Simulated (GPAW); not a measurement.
Runs of GPAW 26.7.0 on BN. It takes space group P6_3mc (No. 186, hexagonal). Conventional cell: a = 2.554 Å, b = 2.554 Å, c = 4.227 Å, α = 90.00°, β = 90.00°, γ = 120.00°. Around N (site symmetry 3m) lie 4 B at 1.57 to 1.58 Å. Around B (site symmetry 3m) lie 4 N at 1.57 to 1.58 Å. Measurements of this composition are mostly on another form, of space group No. 194.

```csv
task,level,potentials or basis,cell,k mesh,cutoff (eV),smearing,optimizer,fmax,max steps,older calculator (legacy_gpaw),grid spacing,gap on the mesh (eV),pressure (GPa),relaxed volume (Å³/atom),largest force (eV/Å)
relaxation of cell and atoms,SCAN,"GPAW PAW data sets (gpaw-data 1.2.1), pw",relaxed,8 × 8 × 5,800,fermi-dirac 0.05 eV,BFGS,0.01 eV/Å,40,-,-,(b),0.0,5.85,-
relaxation of cell and atoms,RPBE,"the program's PAW data sets (release 1.2.1) made for this functional, pw",relaxed,8 × 8 × 5,800,fermi-dirac 0.05 eV,BFGS,0.02 eV/Å,100,-,-,(a),0.1,6.04,0.01
single point,PBE,"GPAW PAW data sets (gpaw-data 1.2.1), pw",as given,12 × 12 × 6,800,fermi-dirac 0.05 eV,-,-,-,-,-,5.20,-1.2,-,0.02
single point,PBEsol,"PAW data sets generated in the run's folder for this functional, pw",as given,12 × 12 × 6,800,gaussian 0.02 eV,-,-,-,-,-,4.98,(c),-,0.01
ts,PBE+TS,"GPAW PAW data sets (gpaw-data 1.2.1), fd",as given,12 × 12 × 6,-,fermi-dirac 0.05 eV,-,-,-,yes,0.16 Å,5.23,-,-,0.02
single point,RPBE,"the program's PAW data sets (release 1.2.1) made for this functional, pw",as given,12 × 12 × 6,800,gaussian 0.1 eV,-,-,-,-,-,5.28,4.6,-,0.01
```

Alike in all rows: no spin polarisation.

Estimate the missing entries.

(a) 5.63; (b) 6.03; (c) -7.1.

Caveats: later steps reuse the first step's grids (some runs); an odd mesh through Γ misses points on the zone boundary, where band edges often lie (some runs); the PAW data sets were made with another functional, which shifts forces and pressure a little (some runs); the real-space grid adds noise to forces (some runs).

Not every run made on this cell is shown here.
